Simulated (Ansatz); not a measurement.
# AlRu at 22 GPa (stress–strain coefficients): relaxed-ion elastic tensor

These are results of DFT PBEsol, scalar-relativistic, plane waves, PAW in Ansatz, not measurements. Settings: 420 eV plane-wave cutoff, Γ-centred 14×14×14 mesh, Fermi-Dirac smearing of 0.15 eV. No spin polarisation.

The cell, relaxed at 22 GPa:
```
CELL_PARAMETERS angstrom
2.89587 0.00000 0.00000
0.00000 2.89587 0.00000
0.00000 0.00000 2.89587
ATOMIC_POSITIONS crystal
Al 0.00000 0.00000 0.00000
Ru 0.50000 0.50000 0.50000
```

In a metal, frequencies and elastic constants depend on the k mesh and the smearing, soft modes and shear constants most. Other phases may be more stable at this pressure.

**Question.** Give the relaxed-ion elastic constants (GPa, Voigt order xx yy zz yz xz xy, on the axes of the cell above).

**Answer.**
C11 = 460.6, C12 = 233.4, C13 = 233.4, C22 = 460.6, C23 = 233.4, C33 = 460.6, C44 = 175.9, C55 = 175.9, C66 = 175.9 GPa; the others vanish.

**Question.** Is the crystal stable against homogeneous strain?

**Answer.** Yes: the least eigenvalue of the tensor is 175.9 GPa.

**Question.** And the moduli of a polycrystal (Hill averages)?

**Answer.** B = 309 GPa, G = 148 GPa, E = 382 GPa, ν = 0.29.

Cost: 1 run of about 0.9 core-minutes, on Intel Xeon Platinum 8259CL (Skylake/Cascade Lake) (shared hosts).